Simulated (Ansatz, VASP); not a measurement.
Two plane-wave programs on Cr

```
Cr
1.0
     1.13458   -2.40343    0.00000
     1.13458    2.40343    0.00000
     0.00000    0.00000    4.18399
Cr
2
Direct
  0.14019 0.85981 0.75000
  0.85981 0.14019 0.25000
```

This isn't the form of Cr at room conditions, which is bcc.

Alike in both runs: functional PBEsol; k mesh 20 × 20 × 10; occupations gaussian, width 0.1 eV; no spin polarisation.

Ansatz relaxed the structure, and its values are those at the end. VASP's run is a single point on that final structure, the one shown.

|  | VASP | Ansatz |
| --- | --- | --- |
| version | VASP 6.6.1 | Ansatz 0.2.0 |
| potentials or method | VASP PAW PBE potentials, release 64 (Cr_pv) | scalar-relativistic, plane waves, PAW |
| plane-wave cutoff (eV) | 520 | 420 |
| valence electrons in the cell | 24 | 28 |

|  | VASP | Ansatz | Ansatz less VASP |
| --- | --- | --- | --- |
| gap on the k mesh at the Fermi level (eV) | none | none | - |
| pressure (GPa) | -0.5 | 0.0 | +0.50 |

A gap of «none» marks a metal or a gap that the smearing closes. The two sets of potentials don't hold the same shells in valence.

Caveats: the PAW data sets were made with another functional, which shifts forces and pressure a little (VASP); the run has no spin polarisation, though such a crystal can be magnetic. Spin polarisation is off, so any magnetic state and its effect on volume and gap are missing.
